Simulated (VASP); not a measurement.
# PtSe2 (Sudovikovite) (P-3m1) in VASP: a series of runs

One crystal, PtSe2 (Sudovikovite), is run at these levels: PBE; tasks: single point.

All numbers are computed with VASP 6.6.1; they aren't measurements. Logs are shortened: lines on timing, memory, paths and dates and some standing lists are left out, and cuts for length are marked.

### Step 1. The crystal as given

The structure is trigonal, space group P-3m1 (No. 164). The conventional cell has a = 3.724 Å, b = 3.724 Å, c = 5.062 Å, α = 90.00°, β = 90.00°, γ = 120.00°. Pt (site symmetry -3m) is surrounded by 6 Se at 2.49 Å. Around Se (site symmetry 3m) lie 3 Pt at 2.49 Å.

### Step 2. Single point, PBE, spin-orbit coupling, no magnetisation

INCAR reads:

```
SYSTEM = PtSe2
PREC     = Accurate       ! precision mode
ENCUT    = 750            ! plane-wave cutoff, eV
EDIFF    = 1E-7           ! SCF threshold, eV
ISMEAR   = 0              ! smearing method
SIGMA    = 0.02           ! smearing width, eV
LREAL    = .FALSE.        ! projectors in reciprocal space
LASPH    = .TRUE.         ! aspherical terms in the spheres
NELM     = 100            ! most SCF steps
ALGO     = Normal         ! electronic algorithm
ISIF     = 2              ! what is computed and relaxed
LWAVE    = .FALSE.        ! write WAVECAR
LCHARG   = .FALSE.        ! write CHGCAR
MAGMOM   = 0 0 0 0 0 0 0 0 0 ! initial moments
LORBIT   = 11             ! projections on sites
LSORBIT  = .TRUE.         ! spin-orbit coupling
GGA_COMPAT= .FALSE.      
LMAXMIX  = 4              ! l up to which the mixer works
GGA      = PE             ! functional
NBANDS   = 38             ! bands
```

KPOINTS reads:

```
Automatic mesh
0
G
  9 9 6
  0 0 0
```

POSCAR reads:

```
PtSe2
1.0
    3.7240000000      0.0000000000      0.0000000000
   -1.8620000000      3.2250786037      0.0000000000
    0.0000000000      0.0000000000      5.0620000000
Pt Se
1 2
Direct
    0.0000000000      0.0000000000      0.0000000000
    0.6666666667      0.3333333333      0.7500000000
    0.3333333333      0.6666666667      0.2500000000
```

Potentials or basis: VASP PAW PBE potentials, release 64 (Pt, Se).

The run is started by

```console
$ cat potpaw_PBE.64/Pt/POTCAR potpaw_PBE.64/Se/POTCAR > POTCAR
$ mpirun -np 1 vasp_ncl > vasp.out
```

OUTCAR:

```text
SYSTEM = PtSe2
   PREC = Accurate
   ENCUT = 750
   EDIFF = 1E-7
   ISMEAR = 0
   LREAL = .FALSE.
   LASPH = .TRUE.
   NELM = 100
   ISIF = 2
   LORBIT = 11
   LSORBIT = .TRUE.
   GGA = PE

 Found     62 irreducible k-points:

 Following reciprocal coordinates:
            Coordinates               Weight
  0.000000  0.000000  0.000000      1.000000
  0.111111 -0.000000  0.000000      6.000000
  0.222222 -0.000000  0.000000      6.000000
  0.333333 -0.000000  0.000000      6.000000
  0.444444 -0.000000  0.000000      6.000000
  0.111111  0.111111  0.000000      6.000000
   k-points           NKPTS =     62   k-points in BZ     NKDIM =     62   number of bands    NBANDS=     38
   number of dos      NEDOS =    301   number of ions     NIONS =      3
   total plane-waves  NPLWV =  62208
   dimension x,y,z NGX =    36 NGY =   36 NGZ =   48
   dimension x,y,z NGXF=    72 NGYF=   72 NGZF=   96
   ions per type =               1   2
   NGX,Y,Z   is equivalent  to a cutoff of  16.07, 16.07, 15.76 a.u.
   NGXF,Y,Z  is equivalent  to a cutoff of  32.14, 32.14, 31.53 a.u.
 SYSTEM =  PtSe2
   PREC   = accura    normal or accurate (medium, high low for compatibility)
   ISTART =      0    job   : 0-new  1-cont  2-samecut
   ICHARG =      2    charge: 1-file 2-atom 10-const
   ISPIN  =      1    spin polarized calculation?
   LNONCOLLINEAR =      T non collinear calculations
   LSORBIT =      T    spin-orbit coupling
   LASPH  =      T    aspherical Exc in radial PAW
   ENCUT  =  750.0 eV  55.12 Ry    7.42 a.u.   8.32  8.32 11.30*2*pi/ulx,y,z
   NELM   =    100;   NELMIN=  2; NELMDL= -5     # of ELM steps
   EDIFF  = 0.1E-06   stopping-criterion for ELM
   LREAL  =      F    real-space projection
   EDIFFG = 0.1E-05   stopping-criterion for IOM
   NSW    =      0    number of steps for IOM
   IBRION =     -1    ionic relax: 0-MD 1-quasi-New 2-CG
   NFREE  =      0    steps in history (QN), initial steepest desc. (CG)
   ISIF   =      2    stress and relaxation
   ISYM   =      2    0-nonsym 1-usesym 2-fastsym
   POTIM  = 0.5000    time-step for ionic-motion
   TEBEG  =    0.0;   TEEND  =   0.0 temperature during run
   PSTRESS=    0.0 pullay stress
   NELECT =      22.0000    total number of electrons
   NUPDOWN=      -1.0000    fix difference up-down
   EMIN   =  10.00;   EMAX   =-10.00  energy-range for DOS
   EFERMI =   0.00;   METHOD = LEGACY
   ISMEAR =     0;   SIGMA  =   0.02  broadening in eV -4-tet -1-fermi 0-gaus
   EFERMI_NEDOS =   21; number of points for ismear=-14 and -15
   IALGO  =     38    algorithm
   IMIX   =      4    mixing-type and parameters
     AMIX     =   0.40;   BMIX     =  1.00
     AMIX_MAG =   1.60;   BMIX_MAG =  1.00
  volume/ion in A,a.u.               =      20.27       136.76
  Fermi-wavevector in a.u.,A,eV,Ry     =   1.166608  2.204570 18.517184  1.360975
  Thomas-Fermi vector in A             =   2.303119
   LORBIT       =     11    0 simple, 1 ext, 2 COOP (PROOUT), +10 PAW based schemes
   GGA     = PE    functional components
   LHFCALC =     F    Hartree Fock is set to
   AEXX    =    0.0000 exact exchange contribution
   IVDW    =     0    specifies the selected vdW correction
   LEPSILON=     F    determine dielectric tensor
   LRPA    =     F    only Hartree local field effects (RPA)
 Gauss-broadening in eV      SIGMA  =   0.02
  energy-cutoff  :      750.00
  volume of cell :       60.80
 maximum number of plane-waves:      5756
 NGX is ok and might be reduce to    36
   NGX = 17   NGY = 17   NGZ = 23

 number of electron      21.9999999 magnetization      -0.0000000     -0.0000000     -0.0000000

 number of electron      21.9999999 magnetization       0.0000000      0.0000000     -0.0000000

 number of electron      21.9999999 magnetization       0.0000000     -0.0000000     -0.0000000

 number of electron      21.9999999 magnetization       0.0000000      0.0000000      0.0000000

 Free energy of the ion-electron system (eV)
  ---------------------------------------------------
  ext. energy  EPLUGINS =         0.00000000
  ---------------------------------------------------
  free energy    TOTEN  =       -14.58183689 eV

  energy without entropy =      -14.58164300  energy(sigma->0) =      -14.58173994

 E-fermi :   6.6629     XC(G=0): -10.6337

 val. band max:        6.6555790684   @ k =   0.0000   0.3333   0.3333
 cond. band min:       6.6716259295   @ k =   0.3333   0.3333   0.0000
 fundamental gap:      0.0160468610
 Fermi energy:         6.6629050362

 k-point     1 :       0.0000    0.0000    0.0000
  band No.  band energies     occupation
      1      -9.1728      1.00000
      2      -9.1728      1.00000
      3      -6.3490      1.00000
      4      -6.3490      1.00000
      5      -0.7003      1.00000
      6      -0.7003      1.00000
[... 26 lines left out ...]
     33      14.0833      0.00000
     34      14.0833      0.00000

 k-point     2 :       0.1111   -0.0000    0.0000
  band No.  band energies     occupation
      1      -9.0345      1.00000
      2      -9.0345      1.00000
      3      -6.4118      1.00000
      4      -6.4118      1.00000
      5      -0.5412      1.00000
      6      -0.5412      1.00000
[... 26 lines left out ...]
     33      14.2967      0.00000
     34      14.2967      0.00000
[... 109 lines left out ...]
     33      13.9409      0.00000
     34      13.9409      0.00000

 k-point     6 :       0.1111    0.1111    0.0000
  band No.  band energies     occupation
      1      -8.7703      1.00000
      2      -8.7703      1.00000
      3      -6.5241      1.00000
      4      -6.5241      1.00000
      5      -0.2555      1.00000
      6      -0.2555      1.00000
[... 26 lines left out ...]
     33      15.0122      0.00000
     34      15.0122      0.00000

 [... further k-points ...]

 [bands above 34 left out]

------------------------ aborting loop because EDIFF is reached ----------------------------------------

  FORCE on cell =-STRESS in cart. coord.  units (eV):
  Direction    XX          YY          ZZ          XY          YZ          ZX
  --------------------------------------------------------------------------------------
  -------------------------------------------------------------------------------------
  Total        3.0698990      3.0698990      2.3789139      0.0000000      0.0000000      0.0000000
  in kB       80.9026141     80.9026141     62.6927315      0.0000000      0.0000000      0.0000000
  external PRESSURE =      74.8326532 kB  Pullay stress =       0.0000000 kB

 VOLUME and BASIS-vectors are now :
 -----------------------------------------------------------------------------
  energy-cutoff  :      750.00
  volume of cell :       60.80
      direct lattice vectors                 reciprocal lattice vectors
     3.724000000  0.000000000  0.000000000     0.268528464  0.155034981  0.000000000
    -1.862000000  3.225078604  0.000000000     0.000000000  0.310069962  0.000000000
     0.000000000  0.000000000  5.062000000     0.000000000  0.000000000  0.197550375

 POSITION                                       TOTAL-FORCE (eV/Angst)
 -----------------------------------------------------------------------------------
      0.00000      0.00000      0.00000         0.000000      0.000000      0.000000
      1.86200      1.07503      3.79650         0.000000      0.000000     -0.612482
     -0.00000      2.15005      1.26550        -0.000000      0.000000      0.612482
 -----------------------------------------------------------------------------------
    total drift:                               -0.000000      0.000000     -0.000000

  FREE ENERGIE OF THE ION-ELECTRON SYSTEM (eV)
  ---------------------------------------------------
  free  energy   TOTEN  =       -14.5818368854 eV

  energy  without entropy=      -14.5816429998  energy(sigma->0) =      -14.58173994

 Spin-Orbit-Coupling matrix elements

 Ion:    1  E_soc:     -0.7300199
 l=   1
     0.0000000    -0.0342378    -0.0360140
    -0.0342378     0.0000000    -0.0342378
    -0.0360140    -0.0342378     0.0000000
 l=   2
     0.0000000    -0.0190841     0.0000000    -0.0190841    -0.0644131
    -0.0190841     0.0000000    -0.0480044    -0.0237622    -0.0190841
     0.0000000    -0.0480044     0.0000000    -0.0480044     0.0000000
    -0.0190841    -0.0237622    -0.0480044     0.0000000    -0.0190841
    -0.0644131    -0.0190841     0.0000000    -0.0190841     0.0000000
 l=   3
     0.0000000     0.0000000     0.0000000     0.0000000     0.0000000     0.0000000     0.0000000
     0.0000000     0.0000000     0.0000000     0.0000000     0.0000000     0.0000000     0.0000000
     0.0000000     0.0000000     0.0000000     0.0000000     0.0000000     0.0000000     0.0000000
     0.0000000     0.0000000     0.0000000     0.0000000     0.0000000     0.0000000     0.0000000
     0.0000000     0.0000000     0.0000000     0.0000000     0.0000000     0.0000000     0.0000000
     0.0000000     0.0000000     0.0000000     0.0000000     0.0000000     0.0000000     0.0000000
     0.0000000     0.0000000     0.0000000     0.0000000     0.0000000     0.0000000     0.0000000

 Ion:    2  E_soc:     -0.0311054
 l=   1
     0.0000000    -0.0054676    -0.0045711
    -0.0054676     0.0000000    -0.0054676
    -0.0045711    -0.0054676     0.0000000
 l=   2
     0.0000000    -0.0000005     0.0000000    -0.0000005    -0.0000160
    -0.0000005     0.0000000    -0.0000115    -0.0000053    -0.0000005
     0.0000000    -0.0000115     0.0000000    -0.0000115     0.0000000
    -0.0000005    -0.0000053    -0.0000115     0.0000000    -0.0000005
    -0.0000160    -0.0000005     0.0000000    -0.0000005     0.0000000
 l=   3
     0.0000000     0.0000000     0.0000000     0.0000000     0.0000000     0.0000000     0.0000000
     0.0000000     0.0000000     0.0000000     0.0000000     0.0000000     0.0000000     0.0000000
     0.0000000     0.0000000     0.0000000     0.0000000     0.0000000     0.0000000     0.0000000
     0.0000000     0.0000000     0.0000000     0.0000000     0.0000000     0.0000000     0.0000000
     0.0000000     0.0000000     0.0000000     0.0000000     0.0000000     0.0000000     0.0000000
     0.0000000     0.0000000     0.0000000     0.0000000     0.0000000     0.0000000     0.0000000
     0.0000000     0.0000000     0.0000000     0.0000000     0.0000000     0.0000000     0.0000000

 Ion:    3  E_soc:     -0.0311054
 l=   1
     0.0000000    -0.0054676    -0.0045711
    -0.0054676     0.0000000    -0.0054676
    -0.0045711    -0.0054676     0.0000000
 l=   2
     0.0000000    -0.0000005     0.0000000    -0.0000005    -0.0000160
    -0.0000005     0.0000000    -0.0000115    -0.0000053    -0.0000005
     0.0000000    -0.0000115     0.0000000    -0.0000115     0.0000000
    -0.0000005    -0.0000053    -0.0000115     0.0000000    -0.0000005
    -0.0000160    -0.0000005     0.0000000    -0.0000005     0.0000000
 l=   3
     0.0000000     0.0000000     0.0000000     0.0000000     0.0000000     0.0000000     0.0000000
     0.0000000     0.0000000     0.0000000     0.0000000     0.0000000     0.0000000     0.0000000
     0.0000000     0.0000000     0.0000000     0.0000000     0.0000000     0.0000000     0.0000000
     0.0000000     0.0000000     0.0000000     0.0000000     0.0000000     0.0000000     0.0000000
     0.0000000     0.0000000     0.0000000     0.0000000     0.0000000     0.0000000     0.0000000
     0.0000000     0.0000000     0.0000000     0.0000000     0.0000000     0.0000000     0.0000000
     0.0000000     0.0000000     0.0000000     0.0000000     0.0000000     0.0000000     0.0000000

 total charge

# of ion       s       p       d       tot
------------------------------------------
    1        0.694   0.743   8.019   9.456
    2        1.485   2.248   0.070   3.804
    3        1.485   2.248   0.070   3.804
--------------------------------------------------
tot          3.664   5.240   8.160  17.064

 magnetization (x)

# of ion       s       p       d       tot
------------------------------------------
    1       -0.000  -0.000  -0.000  -0.000
    2        0.000   0.000   0.000   0.000
    3        0.000  -0.000   0.000  -0.000
--------------------------------------------------
tot          0.000  -0.000  -0.000  -0.000

 magnetization (y)

# of ion       s       p       d       tot
------------------------------------------
    1        0.000   0.000   0.000   0.000
    2        0.000   0.000  -0.000   0.000
    3       -0.000   0.000  -0.000  -0.000
--------------------------------------------------
tot         -0.000   0.000  -0.000  -0.000

 magnetization (z)

# of ion       s       p       d       tot
------------------------------------------
    1        0.000   0.000   0.000   0.000
    2        0.000   0.000   0.000   0.000
    3        0.000   0.000   0.000   0.000
--------------------------------------------------
tot          0.000   0.000   0.000   0.000
```

It took 5.3 min on 1 thread of AMD EPYC 9R45 (Zen 5), shared host; peak memory 0.66 GiB.

These settings aren't checked as converged: the numbers below hold their error.

What came out:

* Free energy: -14.5818 eV
* Pressure: 7.5 GPa
* Largest force: 0.612 eV/Å
* Valence electrons inside the program's atomic spheres: Pt 9.46; Se 3.80

### Step 3. Single point, PBE, spin-orbit coupling, no magnetisation

Changes to INCAR since step 2:

```diff
@@ -2,3 +2,3 @@
 PREC     = Accurate       ! precision mode
-ENCUT    = 750            ! plane-wave cutoff, eV
+ENCUT    = 280            ! plane-wave cutoff, eV
 EDIFF    = 1E-7           ! SCF threshold, eV
```

KPOINTS reads:

```
Automatic mesh
0
G
  4 4 3
  0 0 0
```

POSCAR is that of step 2.

Potentials or basis: VASP PAW PBE potentials, release 64 (Pt, Se).

The run is started by

```console
$ cat potpaw_PBE.64/Pt/POTCAR potpaw_PBE.64/Se/POTCAR > POTCAR
$ mpirun -np 1 vasp_ncl > vasp.out
```

It took 14 s on 1 thread of AMD EPYC 9R45 (Zen 5), shared host; peak memory 0.15 GiB.

These settings aren't checked as converged: the numbers below hold their error.

What came out:

```yaml
Free_energy: -14.6470 eV
Pressure: 7.0 GPa
Largest_force: 0.538 eV/Å
Valence_electrons_inside_the_program's_atomic_spheres: Pt 9.45; Se 3.80
```

Caveat: the k mesh is coarse (spacing up to 0.49 Å⁻¹), so the values aren't converged; the cutoff is under 1.25 times the usual one of these potentials, so pressure, stress and relaxed cells hold a basis-set (Pulay) error.

### Step 4. Single point, PBE, spin-orbit coupling, no magnetisation

Changes to INCAR since step 3:

```diff
@@ -2,3 +2,3 @@
 PREC     = Accurate       ! precision mode
-ENCUT    = 280            ! plane-wave cutoff, eV
+ENCUT    = 340            ! plane-wave cutoff, eV
 EDIFF    = 1E-7           ! SCF threshold, eV
```

KPOINTS is that of step 3.

POSCAR is that of step 3.

The run is started by

```console
$ cat potpaw_PBE.64/Pt/POTCAR potpaw_PBE.64/Se/POTCAR > POTCAR
$ mpirun -np 1 vasp_ncl > vasp.out
```

Run time: 20 s. Hardware: 1 thread of AMD EPYC 9R45 (Zen 5), shared host; peak memory 0.18 GiB.

These settings aren't checked as converged: the numbers below hold their error.

What came out:

```yaml
Free_energy: -14.6375 eV
Pressure: 6.9 GPa
Largest_force: 0.540 eV/Å
Valence_electrons_inside_the_program's_atomic_spheres: Pt 9.46; Se 3.80
```

Caveat: the k mesh is coarse (spacing up to 0.49 Å⁻¹), so the values aren't converged.

[end of part 1 of 2]
